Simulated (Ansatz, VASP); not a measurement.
One calculation of C, two programs

```xyz
2
Lattice="2.2630 0.0000 0.0000 -1.1315 1.9598 0.0000 0.0000 0.0000 28.0000" Properties=species:S:1:pos:R:3 pbc="T T T"
C     0.0000    1.3065   14.0000
C     1.1315    0.6533   14.0000
```

Alike in both runs: task single point; functional LDA; k mesh 21 × 21 × 1; occupations gaussian, width 0.1 eV; no spin polarisation.

|  | VASP | Ansatz |
| --- | --- | --- |
| version | VASP 6.6.1 | Ansatz 0.2.0 |
| potentials or method | VASP PAW LDA potentials, release 64 (C) | scalar-relativistic, plane waves, PAW |
| plane-wave cutoff (eV) | 520 | 420 |
| valence electrons in the cell | 8 | 8 |

VASP gave:

| Property | Result |
| --- | --- |
| gap on the k mesh at the Fermi level (eV) | none |
| work function, face that differs most (eV) | 3.73 |

Problem. Estimate Ansatz's values.

Solution. gap on the k mesh at the Fermi level (eV): none; work function, face that differs most (eV): 3.74.

A gap of «none» marks a metal or a gap that the smearing closes.
